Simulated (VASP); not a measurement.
VASP 6.6.1 run: CdTe

INCAR

```
LCHARG = .FALSE.
ISIF = 2
NSW = 0
IVDW = 11
IBRION = -1
GGA = PE
ENCUT = 520
NBANDS = 16
EDIFF = 1E-7
PREC = Accurate
SIGMA = 0.2
LASPH = .TRUE.
NELM = 94
LWAVE = .FALSE.
LREAL = .FALSE.
ISMEAR = -1
```

KPOINTS

```
KPOINTS created by Atomic Simulation Environment
0
Gamma
6 6 6
0 0 0
```

POSCAR

```
Cd Te
 1.0000000000000000
     0.0000000000000000    3.1815564627000001    3.1815564627000001
     3.1815564627000001    0.0000000000000000    3.1815564627000001
     3.1815564627000001    3.1815564627000001    0.0000000000000000
 Cd  Te
   1   1
Cartesian
  0.0000000000000000  0.0000000000000000  0.0000000000000000
  1.5907782313500001  1.5907782313500001  1.5907782313500001
```

The recommended PBE PAW datasets give the neutral cell 18 valence electrons.

Command

```
mpirun -np 1 vasp_std
```

Question: Predict the outcome of this run.

Answer: It converged. Results: gap between bands v and c on the k mesh 0.94 eV; least direct gap on the k mesh 0.94 eV; pressure 3.8 GPa. Band v is the last that the valence electrons fill when counted band by band, and c is the next.

OSZICAR

```
N       E                     dE             d eps       ncg     rms          rms(c)
DAV:   1     0.100006721473E+03    0.10001E+03   -0.82651E+03   512   0.976E+02
DAV:   2    -0.139917483308E+01   -0.10141E+03   -0.96796E+02   624   0.238E+02
DAV:   3    -0.487346100067E+01   -0.34743E+01   -0.34688E+01   640   0.459E+01
DAV:   4    -0.490567010982E+01   -0.32209E-01   -0.32207E-01   752   0.386E+00
DAV:   5    -0.490575666149E+01   -0.86552E-04   -0.86551E-04   672   0.177E-01    0.633E+00
DAV:   6    -0.469223028221E+01    0.21353E+00   -0.36760E-01   608   0.769E+00    0.505E+00
DAV:   7    -0.467598160332E+01    0.16249E-01   -0.11556E-01   568   0.225E+00    0.183E+00
DAV:   8    -0.467676779425E+01   -0.78619E-03   -0.12068E-02   592   0.128E+00    0.505E-01
DAV:   9    -0.467705134718E+01   -0.28355E-03   -0.96063E-04   600   0.342E-01    0.129E-01
DAV:  10    -0.467711020590E+01   -0.58859E-04   -0.11506E-04   656   0.101E-01    0.569E-02
DAV:  11    -0.467714474234E+01   -0.34536E-04   -0.65285E-05   576   0.592E-02    0.295E-02
DAV:  12    -0.467714377342E+01    0.96891E-06   -0.27530E-06   640   0.167E-02    0.175E-02
DAV:  13    -0.467714405291E+01   -0.27949E-06   -0.49046E-06   616   0.136E-02    0.174E-02
DAV:  14    -0.467714400535E+01    0.47556E-07   -0.72222E-07   592   0.634E-03
   1 F= -.52573128E+01 E0= -.52548541E+01  d E =-.491747E-02
```

For comparison, a separate PBE run of the intended cell, on usual settings and not on those above, gives a gap of 0.94 eV on its mesh and a pressure of 5.7 GPa.
